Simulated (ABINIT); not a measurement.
Runs of ABINIT 10.8.3 (patched build) on Sn. The structure is tetragonal, space group I4/mmm (No. 139). Conventional cell: a = 4.058 Å, b = 4.058 Å, c = 3.322 Å, α = 90.00°, β = 90.00°, γ = 90.00°. Sn (site symmetry 4/mmm) has 10 Sn at 3.32 Å as nearest neighbours. This isn't the form of Sn at room conditions, which is tetragonal (white tin).

```tsv
task	level	potentials or basis	cell	cell freedom (optcell)	cutoff smearing ecutsm (Ha)	optimiser (ionmov)	force stop (Ha/bohr)	gap on the mesh (eV)	pressure (GPa)	relaxed volume (Å³/atom)
relaxation of cell and atoms	LDA	JTH PAW LDA v2.0	relaxed	2	0.5	22	0.0001	none	0.0	25.64
single point	PBE	JTH PAW PBE v2.0	as given	-	-	-	-	none	(a)	-
single point	PBE	JTH PAW PBE v2.0	cell strained at random at fixed volume	-	-	-	-	none	1.2	-
relaxation of cell and atoms	PBEsol	JTH PAW PBE v2.0	relaxed	2	0.5	22	0.0001	none	0.0	26.28
```

Alike in all rows: no spin polarisation; k mesh 10 × 10 × 10; cutoff (eV) 599; smearing fermi-dirac 0.05 eV.

Estimate the missing entries.

(a) 1.0.

Caveats: the PAW data sets were made with another functional, which shifts forces and pressure a little (some runs).

A k mesh can miss the band edges, and the runs leave out spin-orbit coupling on Sn.

A gap of «none» marks a metal or a gap under the smearing width.
